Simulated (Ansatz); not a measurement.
A (100) slab of BaS (Fm-3m (No. 225)), 4 planes, outer planes BaS (top) and BaS (bottom), with 8 atoms (Ba4S4) in a surface cell of A = 20.643 Å², as cut from the bulk:

```yaml
crystal:
  lattice:
    - [4.54347, 0.00000, 0.00000]
    - [0.00000, 4.54347, 0.00000]
    - [0.00000, 0.00000, 24.63816]
  atoms:
    - { symbol: Ba, position: [0.50000, 0.50000, 0.30441] }
    - { symbol: S, position: [0.00000, 0.00000, 0.30441] }
    - { symbol: Ba, position: [0.00000, 0.00000, 0.43480] }
    - { symbol: S, position: [0.50000, 0.50000, 0.43480] }
    - { symbol: Ba, position: [0.50000, 0.50000, 0.56520] }
    - { symbol: S, position: [0.00000, 0.00000, 0.56520] }
    - { symbol: Ba, position: [0.00000, 0.00000, 0.69559] }
    - { symbol: S, position: [0.50000, 0.50000, 0.69559] }
```

These are results of Ansatz 0.2.0, DFT r2SCAN, scalar-relativistic, plane waves, PAW, not measurements. Plane waves to 500 eV, a k mesh through Γ of 6×6×1 on the computed 8-atom cell and Gaussian smearing (0.05 eV); no spin polarisation. The cell repeats along c with a dipole correction in the vacuum.

Against the same 8 atoms in the bulk, the slab as cut lies 0.967 eV higher and the relaxed slab 0.949 eV higher.

(1) Work out the surface energy before and after relaxation.

(2) What is the ideal work of this cut, per area?

Answers

(1) The slab has two faces, so γ = (E_slab − N·E_bulk)/(2A), the mean of both. As cut: 0.967/(2 × 20.643) = 0.0234 eV/Å², and 1 eV/Å² = 16.02 J/m², so γ = 0.38 J/m². Relaxed: 0.949/(2 × 20.643) = 0.0230 eV/Å² = 0.37 J/m². Relaxation recovers 1.9 % of the cost of cutting.

(2) Griffith's ideal work is 2γ: 0.75 J/m² if the new faces stay rigid, 0.74 J/m² if they relax. One thickness was run, 4 planes, so γ can still shift with it.